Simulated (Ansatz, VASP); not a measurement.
ZnSe: 3 runs at one level of theory

The starting cell:

```
Se Zn
1.0
     0.00000    2.83380    2.83380
     2.83380    0.00000    2.83380
     2.83380    2.83380    0.00000
Se Zn
1 1
Cartesian
  4.2507 4.2507 4.2507
  0.0000 0.0000 0.0000
```

Alike in all runs: task relaxation of cell and atoms; functional LDA; k mesh 8 × 8 × 8; occupations fermi-dirac, width 0.05 eV; no spin polarisation; no spin-orbit coupling. LDA stands for any of its common fits.

```json
{"program and potentials": "Ansatz, Ansatz PAW", "plane-wave cutoff (eV)": "420", "notes": "potentials made for PBE, which Ansatz adapts in part; 14 valence electrons an atom on average", "equilibrium volume (Å³/atom)": "21.57"}
{"program and potentials": "VASP, LDA PAW files Se, Zn, 600 eV", "plane-wave cutoff (eV)": "600", "notes": "9 valence electrons an atom on average", "equilibrium volume (Å³/atom)": "21.64"}
{"program and potentials": "Ansatz, all-electron LAPW, scalar-relativistic", "plane-wave cutoff (eV)": "-", "notes": "-", "equilibrium volume (Å³/atom)": "21.58"}
```

The equilibrium volume spans 21.57 (Ansatz, Ansatz PAW) to 21.64 Å³/atom (VASP, LDA PAW files Se, Zn, 600 eV), with all-electron results at 21.58. Relaxations stop with a little pressure left, so the last digit of a volume isn't settled.

Differences between rows come from potentials, basis sets and numerical settings, since the functional is the same but for its coding. Runs on potential files found faulty are left out.

All three runs contract the starting cell, which lies close to the measured volume of zinc-blende ZnSe. This is the familiar LDA overbinding: the functional favours the more uniform density of the compressed crystal too strongly and so shortens the polar-covalent Zn–Se bonds. Because the all-electron run contracts as well, the shortfall can't be blamed on the potentials.

The two PAW runs straddle the all-electron volume closely, with the largest value, 21.64 Å³/atom, coming from the set with fewer valence electrons. Its count fits Zn 3d and 4s with Se 4s and 4p, whereas the larger count suggests that the Se 3d shell is also treated as valence. Freezing that shell may contribute to the small offset, but the construction of the potentials could do the same, and these rows don't separate the two. The Zn 3d states, which mix with Se 4p and affect the bonding, are probably active in both sets, which would help explain the close agreement. That agreement supports the LDA volume itself, not its accuracy for the real crystal.
